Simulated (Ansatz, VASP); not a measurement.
# Two plane-wave programs on TaSi2

```
Ta Si
1.0
     4.76863    0.00000    0.00000
    -2.38431    4.12975    0.00000
     0.00000    0.00000    6.52141
Ta Si
3 6
Direct
  0.00000 0.50000 0.16667
  0.50000 0.50000 0.83333
  0.50000 0.00000 0.50000
  0.84138 0.68277 0.50000
  0.15862 0.84138 0.83333
  0.68277 0.84138 0.16667
  0.15862 0.31723 0.50000
  0.84138 0.15862 0.83333
  0.31723 0.15862 0.16667
```

The cell is a database's computed one.

Alike in both runs: task single point; functional LDA; k mesh 6 × 6 × 4; occupations gaussian, width 0.1 eV; no spin polarisation.

|  | VASP | Ansatz |
| --- | --- | --- |
| version | VASP 6.6.1 | Ansatz 0.2.0 |
| potentials or method | VASP PAW LDA potentials, release 64 (Ta_pv, Si) | scalar-relativistic, plane waves, PAW |
| plane-wave cutoff (eV) | 520 | 420 |
| valence electrons in the cell | 57 | 63 |

```csv
,VASP,Ansatz,Ansatz less VASP
gap on the k mesh at the Fermi level (eV),none,none,-
pressure (GPa),-2.3,-2.9,-0.54
largest component of the traceless stress (GPa),1.56,1.48,-0.079
rms of the force components (eV/Å),0.043,0.046,+0.0030
```

Atom by atom the forces differ by 0.003 eV/Å (rms over components). A gap of «none» marks a metal or a gap that the smearing closes. The two sets of potentials don't hold the same shells in valence. Ansatz warned: «pseudo_functional_mismatch».

The runs have no spin-orbit coupling, so splittings on Ta are missing.
